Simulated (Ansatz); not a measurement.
Here is an Ansatz 0.2.0 calculation.

The input input.yaml:

```yaml
crystal:
  lattice:
    - [0.0, 2.22, 2.22]
    - [2.22, 0.0, 2.22]
    - [2.22, 2.22, 0.0]
  atoms:
    - { symbol: Hf, position: [0.0, 0.0, 0.0] }
hamiltonian:
  xc: pbe
  pseudopotentials: { kind: paw_fr }
magnetization:
  noncollinear: true
  spin_orbit: true
kpoints:
  mp_grid: { grid: [7, 7, 7] }
  band_path:
    path:
      - [[0.0, 0.0, 0.0], [0.5, 0.0, 0.5], [0.5, 0.25, 0.75], [0.375, 0.375, 0.75], [0.0, 0.0, 0.0], [0.5, 0.5, 0.5], [0.625, 0.25, 0.625], [0.5, 0.25, 0.75], [0.5, 0.5, 0.5], [0.375, 0.375, 0.75]]
      - [[0.625, 0.25, 0.625], [0.5, 0.0, 0.5]]
    npoints: 14
scf:
  occupations: { method: fermi_dirac, width: 0.05 }
  n_extra_bands: 6
output:
  forces: true
  stress: true
  eigenvalues: true
  fatbands: false
  write_density: true
  write_potential: true
  elf: true
  volumetric_format: npy
```

Potentials or basis: Ansatz PAW.

Launch:

```sh
$ ansatz run input.yaml --threads 2 --pin off --max-ram 5632MiB --backend cpu --events-out ev --progress --plain --runs-dir out
```

(1) What does it give for the band gap on the k mesh?

(2) What does it give for the pressure?

Answers

(1) none (metal or under the smearing width).

(2) 3.1 GPa.
